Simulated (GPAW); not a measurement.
Crystal: C.

```xyz
2
Lattice="0.0000 1.7834 1.7834 1.7834 0.0000 1.7834 1.7834 1.7834 0.0000" Properties=species:S:1:pos:R:3 pbc="T T T"
C     1.5249    1.7105    1.5709
C     2.9336    2.7480    2.8876
```

This isn't the form of C at room conditions, which is graphite.

The cell isn't the ideal one: all atoms moved at random, sigma 0.25 Å a component.

* Program: GPAW 26.7.0
* Task: relaxation of the atoms
* Functional: MS2
* Potentials or basis: GPAW PAW data sets (gpaw-data 1.2.1)
* Cutoff: 800 eV
* Basis: pw
* k mesh: 8 × 8 × 8
* Occupations: fermi-dirac, width 0.05 eV
* Spin: no spin polarisation

At the start: volume 5.67 Å³/atom.

**Question.** Where does the relaxation end?

**Answer.** Over 11 steps the energy falls by 2010.9 meV/atom; space group Fd-3m (No. 227, to 0.05 Å).

The path:
```
step  energy change (eV)  largest force (eV/Å)
   1              0.0000               16.1055
   2             -1.5712                5.7727
   3             -2.0263                3.1884
   4             -2.4501                4.7077
   5             -3.1227                9.8668
   6             -3.6575                5.9891
   7             -3.8429                4.0516
   8             -3.6940                5.2224
   9             -4.0187                0.4952
  10             -4.0217                0.0667
  11             -4.0217                0.0080
```

Final structure:
```cif
data_structure
_symmetry_space_group_name_H-M 'P 1'
_symmetry_Int_Tables_number 1
_cell_length_a 2.5221
_cell_length_b 2.5221
_cell_length_c 2.5221
_cell_angle_alpha 60.000
_cell_angle_beta 60.000
_cell_angle_gamma 60.000
_cell_volume 11.34
loop_
_atom_site_label
_atom_site_type_symbol
_atom_site_fract_x
_atom_site_fract_y
_atom_site_fract_z
_atom_site_occupancy
C1 C 0.49997 0.50003 0.50003 1
C2 C 0.75002 0.74998 0.74997 1
```

Caveat: the k mesh is coarse; later steps reuse the first step's grids; the PAW data sets were made with another functional, which shifts forces and pressure a little.
